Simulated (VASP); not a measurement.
# KI (Fm-3m) in VASP: settings compared

The runs below take KI through single point, with r2SCAN, r2SCAN+D3(BJ), r2SCAN+rVV10.

Program: VASP 6.6.1. These are calculated values, not measurements. Logs are shortened: lines on timing, memory, paths and dates and some standing lists are left out, and cuts for length are marked.

**Experimental background.**

A printed reference work, monograph reports, for a bulk crystal of KI: band gap 6.32 eV.

How close the calculation comes is told below.

### 1 The cell of the first run

The structure is cubic, space group Fm-3m (No. 225). Conventional cell: a = 7.089 Å, b = 7.089 Å, c = 7.089 Å, α = 90.00°, β = 90.00°, γ = 90.00°. Within 4.7 Å of K (site symmetry m-3m) lie 6 I at 3.54 Å. I (site symmetry m-3m) has 6 K at 3.54 Å within 4.7 Å.

### 2 Single point, r2SCAN

Contents of POSCAR:

```
KI
1.0
    0.0000000000      3.5445661401      3.5445661401
    3.5445661401      0.0000000000      3.5445661401
    3.5445661401      3.5445661401      0.0000000000
K I
1 1
Direct
    0.0000000000      0.0000000000      0.0000000000
    0.5000000000      0.5000000000      0.5000000000
```

Contents of INCAR.step1:

```
ALGO     = Normal         # electronic algorithm
EDIFF    = 1E-4           # SCF threshold, eV
ENCUT    = 520            # plane-wave cutoff, eV
GGA      = PE             # functional
ISMEAR   = 0              # smearing method
LASPH    = True           # aspherical terms in the spheres
LCHARG   = False          # write CHGCAR
LREAL    = False          # projectors in reciprocal space
LWAVE    = True           # write WAVECAR
NBANDS   = 15             # bands
NELM     = 100            # most SCF steps
PREC     = Accurate       # precision mode
SIGMA    = 0.01           # smearing width, eV
```

Contents of INCAR.step2:

```
ALGO     = Normal         # electronic algorithm
EDIFF    = 1E-6           # SCF threshold, eV
ENCUT    = 520            # plane-wave cutoff, eV
ISIF     = 2              # what is computed and relaxed
ISMEAR   = 0              # smearing method
ISTART   = 1            
LASPH    = True           # aspherical terms in the spheres
LCHARG   = True           # write CHGCAR
LELF     = True           # ELF
LMIXTAU  = True         
LREAL    = False          # projectors in reciprocal space
LVHAR    = True         
LWAVE    = False          # write WAVECAR
METAGGA  = R2SCAN         # meta-GGA
NBANDS   = 15             # bands
NELM     = 100            # most SCF steps
PREC     = Accurate       # precision mode
SIGMA    = 0.01           # smearing width, eV
```

Contents of KPOINTS:

```
k-points
0
Gamma
  4 4 4
```

Potentials or basis: VASP PAW PBE potentials, release 64 (K_sv, I).

Started as:

```console
$ cat potpaw_PBE.64/K_sv/POTCAR potpaw_PBE.64/I/POTCAR > POTCAR
$ cp INCAR.step1 INCAR
$ mpirun -np 1 vasp_std > vasp.out
$ cp INCAR.step2 INCAR
$ mpirun -np 1 vasp_std > vasp.out
```

OUTCAR:

```text
EDIFF = 1E-6
   ENCUT = 520
   ISIF = 2
   ISMEAR = 0
   ISTART = 1
   LASPH = True
   LREAL = False
   METAGGA = R2SCAN
   NELM = 100
   PREC = Accurate

 ion  position               nearest neighbor table
   1  0.000  0.000  0.000-   2 3.54   2 3.54   2 3.54   2 3.54   2 3.54   2 3.54
   2  0.500  0.500  0.500-   1 3.54   1 3.54   1 3.54   1 3.54   1 3.54   1 3.54

  LATTYP: Found a face centered cubic cell.
 ALAT       =     7.0891322802

  Lattice vectors:

 A1 = (   0.0000000000,   3.5445661401,   3.5445661401)
 A2 = (   3.5445661401,   0.0000000000,   3.5445661401)
 A3 = (   3.5445661401,   3.5445661401,   0.0000000000)

Analysis of symmetry for initial positions (statically):
=====================================================================
 Subroutine PRICEL returns:
 Original cell was already a primitive cell.

 Routine SETGRP: Setting up the symmetry group for a
 face centered cubic supercell.

 Subroutine GETGRP returns: Found 48 space group operations
 (whereof 48 operations were pure point group operations)
 out of a pool of 48 trial point group operations.

The static configuration has the point symmetry O_h .

Analysis of symmetry for dynamics (positions and initial velocities):
=====================================================================
 Subroutine PRICEL returns:
 Original cell was already a primitive cell.

 Routine SETGRP: Setting up the symmetry group for a
 face centered cubic supercell.

 Subroutine GETGRP returns: Found 48 space group operations
 (whereof 48 operations were pure point group operations)
 out of a pool of 48 trial point group operations.

The dynamic configuration has the point symmetry O_h .

 Subroutine INISYM returns: Found 48 space group operations
 (whereof 48 operations are pure point group operations),
 and found     1 'primitive' translations

----------------------------------------------------------------------------------------

                                     Primitive cell

  volume of cell :      89.0675

  direct lattice vectors                    reciprocal lattice vectors
     0.000000000  3.544566140  3.544566140    -0.141060988  0.141060988  0.141060988
     3.544566140  0.000000000  3.544566140     0.141060988 -0.141060988  0.141060988
     3.544566140  3.544566140  0.000000000     0.141060988  0.141060988 -0.141060988

  length of vectors
     5.012773508  5.012773508  5.012773508     0.244324797  0.244324797  0.244324797

  position of ions in fractional coordinates (direct lattice)
     0.000000000  0.000000000  0.000000000
     0.500000000  0.500000000  0.500000000

  ion indices of the primitive-cell ions
   primitive index   ion index
                 1           1
                 2           2

----------------------------------------------------------------------------------------

 KPOINTS: k-points

Automatic generation of k-mesh.
 Grid dimensions read from file:
 generate k-points for:    4    4    4

 Generating k-lattice:

  Cartesian coordinates                     Fractional coordinates (reciprocal lattice)
    -0.035265247  0.035265247  0.035265247     0.250000000  0.000000000  0.000000000
     0.035265247 -0.035265247  0.035265247     0.000000000  0.250000000  0.000000000
     0.035265247  0.035265247 -0.035265247     0.000000000  0.000000000  0.250000000

  Length of vectors
     0.061081199  0.061081199  0.061081199

  Shift w.r.t. Gamma in fractional coordinates (k-lattice)
     0.000000000  0.000000000  0.000000000

 Subroutine IBZKPT returns following result:
 ===========================================

 Found      8 irreducible k-points:

 Following reciprocal coordinates:
            Coordinates               Weight
  0.000000  0.000000  0.000000      1.000000
  0.250000  0.000000  0.000000      8.000000
  0.500000  0.000000  0.000000      4.000000
  0.250000  0.250000  0.000000      6.000000
  0.500000  0.250000  0.000000     24.000000
 -0.250000  0.250000  0.000000     12.000000
  0.500000  0.500000  0.000000      3.000000
 -0.250000  0.500000  0.250000      6.000000
   k-points           NKPTS =      8   k-points in BZ     NKDIM =      8   number of bands    NBANDS=     15
   number of dos      NEDOS =    301   number of ions     NIONS =      2
   total plane-waves  NPLWV =  64000
   dimension x,y,z NGX =    40 NGY =   40 NGZ =   40
   dimension x,y,z NGXF=    80 NGYF=   80 NGZF=   80
   ions per type =               1   1
   NGX,Y,Z   is equivalent  to a cutoff of  13.27, 13.27, 13.27 a.u.
   NGXF,Y,Z  is equivalent  to a cutoff of  26.53, 26.53, 26.53 a.u.
 SYSTEM =  unknown system
   PREC   = accura    normal or accurate (medium, high low for compatibility)
   ISTART =      1    job   : 0-new  1-cont  2-samecut
   ICHARG =      0    charge: 1-file 2-atom 10-const
   ISPIN  =      1    spin polarized calculation?
   LNONCOLLINEAR =      F non collinear calculations
   LSORBIT =      F    spin-orbit coupling
   LASPH  =      T    aspherical Exc in radial PAW
   ENCUT  =  520.0 eV  38.22 Ry    6.18 a.u.   9.32  9.32  9.32*2*pi/ulx,y,z
   NELM   =    100;   NELMIN=  2; NELMDL=  0     # of ELM steps
   EDIFF  = 0.1E-05   stopping-criterion for ELM
   LREAL  =      F    real-space projection
   EDIFFG = 0.1E-04   stopping-criterion for IOM
   NSW    =      0    number of steps for IOM
   IBRION =     -1    ionic relax: 0-MD 1-quasi-New 2-CG
   NFREE  =      0    steps in history (QN), initial steepest desc. (CG)
   ISIF   =      2    stress and relaxation
   ISYM   =      2    0-nonsym 1-usesym 2-fastsym
   POTIM  = 0.5000    time-step for ionic-motion
   TEBEG  =    0.0;   TEEND  =   0.0 temperature during run
   PSTRESS=    0.0 pullay stress
   NELECT =      16.0000    total number of electrons
   NUPDOWN=      -1.0000    fix difference up-down
   EMIN   =  10.00;   EMAX   =-10.00  energy-range for DOS
   EFERMI =   0.00;   METHOD = LEGACY
   ISMEAR =     0;   SIGMA  =   0.01  broadening in eV -4-tet -1-fermi 0-gaus
   EFERMI_NEDOS =   21; number of points for ismear=-14 and -15
   IALGO  =     38    algorithm
   IMIX   =      4    mixing-type and parameters
     AMIX     =   0.40;   BMIX     =  1.00
     AMIX_MAG =   1.60;   BMIX_MAG =  1.00
  volume/ion in A,a.u.               =      44.53       300.53
  Fermi-wavevector in a.u.,A,eV,Ry     =   0.923723  1.745583 11.609363  0.853264
  Thomas-Fermi vector in A             =   2.049391
   LORBIT       =      0    0 simple, 1 ext, 2 COOP (PROOUT), +10 PAW based schemes
   METAGGA = R2SCAN    functional components
   LHFCALC =     F    Hartree Fock is set to
   AEXX    =    0.0000 exact exchange contribution
   IVDW    =     0    specifies the selected vdW correction
   LEPSILON=     F    determine dielectric tensor
   LRPA    =     F    only Hartree local field effects (RPA)
 non-spin polarized calculation
 Gauss-broadening in eV      SIGMA  =   0.01
  energy-cutoff  :      520.00
  volume of cell :       89.07
 maximum number of plane-waves:      2421
 NGX is ok and might be reduce to    40
   NGX = 19   NGY = 19   NGZ = 19

 number of electron      15.9999999 magnetization

 Free energy of the ion-electron system (eV)
  ---------------------------------------------------
  ext. energy  EPLUGINS =         0.00000000
  ---------------------------------------------------
  free energy    TOTEN  =       -33.98369489 eV

  energy without entropy =      -33.98369489  energy(sigma->0) =      -33.98369489

 E-fermi :  -0.6584     XC(G=0):  -7.4757

 val. band max:       -0.8059069670   @ k =   0.0000   0.0000   0.0000
 cond. band min:       3.7759974276   @ k =   0.0000   0.0000   0.0000
 fundamental gap:      4.5819043946
 Fermi energy:        -0.6583543636

 k-point     1 :       0.0000    0.0000    0.0000
  band No.  band energies     occupation
      1     -30.4831      2.00000
      2     -13.1970      2.00000
      3     -13.1970      2.00000
      4     -13.1970      2.00000
      5     -11.6031      2.00000
      6      -0.8059      2.00000
      7      -0.8059      2.00000
      8      -0.8059      2.00000
      9       3.7760      0.00000
     10       6.2469      0.00000
     11       6.2469      0.00000
     12       6.2469      0.00000
     13       7.0913      0.00000
     14       7.0913      0.00000
     15       9.4461      0.00000

 k-point     2 :       0.2500    0.0000    0.0000
  band No.  band energies     occupation
      1     -30.4822      2.00000
      2     -13.2716      2.00000
      3     -13.1979      2.00000
      4     -13.1979      2.00000
      5     -11.4609      2.00000
      6      -1.5417      2.00000
      7      -0.9768      2.00000
      8      -0.9768      2.00000
      9       4.8299      0.00000
     10       6.3020      0.00000
     11       6.8824      0.00000
     12       6.8824      0.00000
     13       7.7971      0.00000
     14       7.7971      0.00000
     15      10.2657      0.00000

 k-point     3 :       0.5000    0.0000    0.0000
  band No.  band energies     occupation
      1     -30.4813      2.00000
      2     -13.3370      2.00000
      3     -13.1988      2.00000
      4     -13.1988      2.00000
      5     -11.3250      2.00000
      6      -2.1026      2.00000
      7      -1.1331      2.00000
      8      -1.1331      2.00000
      9       5.2056      0.00000
     10       7.4996      0.00000
     11       7.9401      0.00000
     12       7.9401      0.00000
     13       8.6009      0.00000
     14       8.6009      0.00000
     15       9.3917      0.00000

 k-point     4 :       0.2500    0.2500    0.0000
  band No.  band energies     occupation
      1     -30.4819      2.00000
      2     -13.2511      2.00000
      3     -13.2054      2.00000
      4     -13.2054      2.00000
      5     -11.4696      2.00000
      6      -1.5686      2.00000
      7      -1.0109      2.00000
      8      -1.0109      2.00000
      9       5.1242      0.00000
     10       5.2014      0.00000
     11       7.4959      0.00000
     12       7.6966      0.00000
     13       7.6966      0.00000
     14       7.9556      0.00000
     15      10.2144      0.00000

 k-point     5 :       0.5000    0.2500    0.0000
  band No.  band energies     occupation
      1     -30.4810      2.00000
      2     -13.2822      2.00000
      3     -13.2143      2.00000
      4     -13.2064      2.00000
      5     -11.3870      2.00000
      6      -1.8247      2.00000
      7      -1.3431      2.00000
      8      -1.1545      2.00000
      9       5.3499      0.00000
     10       6.5428      0.00000
     11       7.1479      0.00000
     12       8.1381      0.00000
     13       8.6270      0.00000
     14       8.9827      0.00000
     15       9.7496      0.00000

 k-point     6 :      -0.2500    0.2500    0.0000
  band No.  band energies     occupation
      1     -30.4813      2.00000
      2     -13.2937      2.00000
      3     -13.2158      2.00000
      4     -13.1989      2.00000
      5     -11.3779      2.00000
      6      -1.8093      2.00000
      7      -1.3048      2.00000
      8      -1.1240      2.00000
      9       5.9247      0.00000
     10       6.2147      0.00000
     11       7.0638      0.00000
     12       7.5196      0.00000
     13       8.4914      0.00000
     14       8.8209      0.00000
     15       9.7869      0.00000

 k-point     7 :       0.5000    0.5000    0.0000
  band No.  band energies     occupation
      1     -30.4807      2.00000
      2     -13.2391      2.00000
      3     -13.2141      2.00000
      4     -13.2141      2.00000
      5     -11.4526      2.00000
      6      -1.8095      2.00000
      7      -1.1746      2.00000
      8      -1.1746      2.00000
      9       4.5832      0.00000
     10       5.6668      0.00000
     11       8.0184      0.00000
     12       8.5885      0.00000
     13       8.7095      0.00000
     14       9.5212      0.00000
     15       9.5212      0.00000

 k-point     8 :      -0.2500    0.5000    0.2500
  band No.  band energies     occupation
      1     -30.4807      2.00000
      2     -13.2447      2.00000
      3     -13.2265      2.00000
      4     -13.2265      2.00000
      5     -11.3960      2.00000
      6      -1.5351      2.00000
      7      -1.5351      2.00000
      8      -1.3892      2.00000
      9       6.1580      0.00000
     10       6.1580      0.00000
     11       6.5482      0.00000
     12       8.1392      0.00000
     13       8.7373      0.00000
     14       9.5603      0.00000
     15      10.0522      0.00000

------------------------ aborting loop because EDIFF is reached ----------------------------------------

  FORCE on cell =-STRESS in cart. coord.  units (eV):
  Direction    XX          YY          ZZ          XY          YZ          ZX
  --------------------------------------------------------------------------------------
  -------------------------------------------------------------------------------------
  Total        0.0130933      0.0130933      0.0130933      0.0000000      0.0000000      0.0000000
  in kB        0.2355276      0.2355276      0.2355276      0.0000000      0.0000000      0.0000000
  external PRESSURE =       0.2355276 kB  Pullay stress =       0.0000000 kB

 VOLUME and BASIS-vectors are now :
 -----------------------------------------------------------------------------
  energy-cutoff  :      520.00
  volume of cell :       89.07
      direct lattice vectors                 reciprocal lattice vectors
     0.000000000  3.544566140  3.544566140    -0.141060988  0.141060988  0.141060988
     3.544566140  0.000000000  3.544566140     0.141060988 -0.141060988  0.141060988
     3.544566140  3.544566140  0.000000000     0.141060988  0.141060988 -0.141060988

 POSITION                                       TOTAL-FORCE (eV/Angst)
 -----------------------------------------------------------------------------------
      0.00000      0.00000      0.00000         0.000000      0.000000      0.000000
      3.54457      3.54457      3.54457        -0.000000     -0.000000     -0.000000
 -----------------------------------------------------------------------------------
    total drift:                                0.000000     -0.000000     -0.000000

  FREE ENERGIE OF THE ION-ELECTRON SYSTEM (eV)
  ---------------------------------------------------
  free  energy   TOTEN  =       -33.9836948910 eV

  energy  without entropy=      -33.9836948910  energy(sigma->0) =      -33.98369489
```

Wall time 2.1 min (1 thread of Intel Xeon 8259CL, shared host); peak memory 0.26 GiB.

Results:

| Item | Value |
| --- | --- |
| Free energy | -33.9837 eV |
| Pressure | 0.0 GPa |
| Band gap on the k mesh | 4.58 eV |

Levels at points of the mesh, in eV from the valence-band top:
```csv
k point,band 5,band 6,band 7,band 8,band 9,band 10,band 11,band 12
"(0.00, 0.00, 0.00)",-10.80,0.00,0.00,0.00,4.58,7.05,7.05,7.05
"(0.50, 0.00, 0.00)",-10.52,-1.30,-0.33,-0.33,6.01,8.31,8.75,8.75
"(0.50, 0.50, 0.00)",-10.65,-1.00,-0.37,-0.37,5.39,6.47,8.82,9.39
```

Caveat: the PAW data sets were made with another functional, which shifts forces and pressure a little; spin-orbit coupling is left out, which moves the levels of the heavy elements.

### 3 Single point, r2SCAN

POSCAR is that of step 2.

Contents of INCAR.step1:

```
PREC = Accurate ; ENCUT = 520
ISMEAR = -1 ; SIGMA = 0.2
LREAL = F ; LASPH = T
NELM = 60 ; NBANDS = 15
GGA = PE ; ALGO = Normal
EDIFF = 1E-4 ; LWAVE = T
LCHARG = F
```

Contents of INCAR.step2:

```
PREC = Accurate ; ENCUT = 520
EDIFF = 1E-6 ; ISMEAR = -1
SIGMA = 0.2 ; LREAL = F
LASPH = T ; NELM = 60
ALGO = Normal ; ISIF = 2
LWAVE = F ; LCHARG = T
METAGGA = R2SCAN ; LMIXTAU = T
LELF = T ; LVHAR = T
NBANDS = 15 ; ISTART = 1
```

Contents of KPOINTS:

```
regular mesh
0
Gamma
  4 4 4
```

Potentials or basis: VASP PAW PBE potentials, release 64 (K_sv, I).

Started as:

```console
$ cat potpaw_PBE.64/K_sv/POTCAR potpaw_PBE.64/I/POTCAR > POTCAR
$ cp INCAR.step1 INCAR
$ mpirun -np 1 vasp_std > vasp.out
$ cp INCAR.step2 INCAR
$ mpirun -np 1 vasp_std > vasp.out
```

Wall time 2.4 min (1 thread of Intel Xeon 8259CL, shared host); peak memory 0.26 GiB.

It converged, with:

```
Free energy            : -33.9837 eV
Pressure               : 0.0 GPa
Band gap on the k mesh : 4.58 eV
```

Levels at points of the mesh, in eV from the valence-band top:
```csv
k point,band 6,band 7,band 8,band 9,band 10,band 11
"(0.00, 0.00, 0.00)",0.00,0.00,0.00,4.58,7.05,7.05
"(0.50, 0.00, 0.00)",-1.30,-0.33,-0.33,6.01,8.31,8.75
"(0.50, 0.50, 0.00)",-1.00,-0.37,-0.37,5.39,6.47,8.82
```

Caveat: the PAW data sets were made with another functional, which shifts forces and pressure a little; spin-orbit coupling is left out, which moves the levels of the heavy elements.

### 4 Single point, r2SCAN+D3(BJ)

POSCAR is that of step 3.

Contents of INCAR.step1:

```
ALGO = Normal
EDIFF = 1E-4
ENCUT = 520
GGA = PE
ISMEAR = 0
LASPH = True
LCHARG = False
LREAL = False
LWAVE = True
NBANDS = 15
NELM = 100
PREC = Accurate
SIGMA = 0.01
```

Contents of INCAR.step2:

```
ALGO = Normal
EDIFF = 1E-6
ENCUT = 520
ISIF = 2
ISMEAR = 0
ISTART = 1
IVDW = 12
LASPH = True
LCHARG = True
LELF = True
LMIXTAU = True
LREAL = False
LVHAR = True
LWAVE = False
METAGGA = R2SCAN
NBANDS = 15
NELM = 100
PREC = Accurate
SIGMA = 0.01
VDW_A1 = 0.49484001
VDW_A2 = 5.73083694
VDW_S6 = 1.0
VDW_S8 = 0.78981345
```

Contents of KPOINTS:

```
k-points
0
Gamma
  4 4 4
```

Started as:

```console
$ cat potpaw_PBE.64/K_sv/POTCAR potpaw_PBE.64/I/POTCAR > POTCAR
$ cp INCAR.step1 INCAR
$ mpirun -np 1 vasp_std > vasp.out
$ cp INCAR.step2 INCAR
$ mpirun -np 1 vasp_std > vasp.out
```

It took 2.4 min on 1 thread of Intel Xeon 8259CL, shared host; peak memory 0.26 GiB.

Results (log left out):

```
Free energy                : -34.2007 eV
Pressure                   : -0.4 GPa
Band gap on the k mesh     : 4.58 eV
Dispersion energy per atom : -0.108 eV
```

Levels at points of the mesh, in eV from the valence-band top:
```
           k point  band 5  band 6  band 7  band 8  band 9  band 10  band 11  band 12
(0.00, 0.00, 0.00)  -10.80    0.00    0.00    0.00    4.58     7.05     7.05     7.05
(0.50, 0.00, 0.00)  -10.52   -1.30   -0.33   -0.33    6.01     8.31     8.75     8.75
(0.50, 0.50, 0.00)  -10.65   -1.00   -0.37   -0.37    5.39     6.47     8.82     9.39
```

Caveat: the PAW data sets were made with another functional, which shifts forces and pressure a little; spin-orbit coupling is left out, which moves the levels of the heavy elements.

[end of part 1 of 2]
